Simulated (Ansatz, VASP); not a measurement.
# One calculation of NaH, two programs

The input INCAR:

```
SYSTEM = NaH
ALGO = Normal
EDIFF = 1E-7
ENCUT = 520
GGA = PE
ISIF = 2
ISMEAR = 0
LASPH = .True.
LCHARG = .True.
LELF = .True.
LREAL = .False.
LVHAR = .True.
LWAVE = .False.
NBANDS = 16
NELM = 100
PREC = Accurate
SIGMA = 0.01
```

The input KPOINTS:

```
k-points
0
Gamma
  6 6 6
  0 0 0
```

Contents of POSCAR:

```
NaH
1.0
    3.9533072809      0.0000000000      0.0000000000
   -1.9766536405      3.4236645342      0.0000000000
    0.0000000000      0.0000000000      4.8283237760
Na H
2 2
Direct
    0.3333333333      0.6666666667      0.2500000000
    0.6666666667      0.3333333333      0.7500000000
    0.6666666667      0.3333333333      0.2500000000
    0.3333333333      0.6666666667      0.7500000000
```

Input for Ansatz:

```yaml
crystal:
  lattice:
    - [3.9533072809, 0.0, 0.0]
    - [-1.9766536405, 3.4236645342, 0.0]
    - [0.0, 0.0, 4.828323776]
  atoms:
    - { symbol: Na, position: [0.3333333333, 0.6666666667, 0.25] }
    - { symbol: Na, position: [0.6666666667, 0.3333333333, 0.75] }
    - { symbol: H, position: [0.6666666667, 0.3333333333, 0.25] }
    - { symbol: H, position: [0.3333333333, 0.6666666667, 0.75] }
kpoints:
  mp_grid: { grid: [6, 6, 6] }
hamiltonian:
  xc: pbe
scf:
  occupations: { method: fixed }
output:
  optics: { e_range: [0, 17], de: 0.05, sigma: 0.1, bands: auto }
  write_density: true
  write_potential: true
  elf: true
  volumetric_format: npy
```

Alike in both runs: task single point; functional PBE; k mesh 6 × 6 × 6; no spin polarisation.

|  | VASP | Ansatz |
| --- | --- | --- |
| version | VASP 6.6.1 | Ansatz 0.2.0 |
| potentials or method | VASP PAW PBE potentials, release 64 (Na_pv, H) | plane waves, PAW |
| plane-wave cutoff (eV) | 520 | 420 |
| occupations | gaussian, width 0.01 eV | fixed |
| valence electrons in the cell | 16 | 20 |

|  | VASP | Ansatz | Ansatz less VASP |
| --- | --- | --- | --- |
| gap on the k mesh at the Fermi level (eV) | 3.33 | 3.33 | -0.002 |

The two sets of potentials don't hold the same shells in valence.

A k mesh can miss the band edges. Expect the measured gap to be larger: semilocal functionals such as PBE lack the derivative discontinuity.
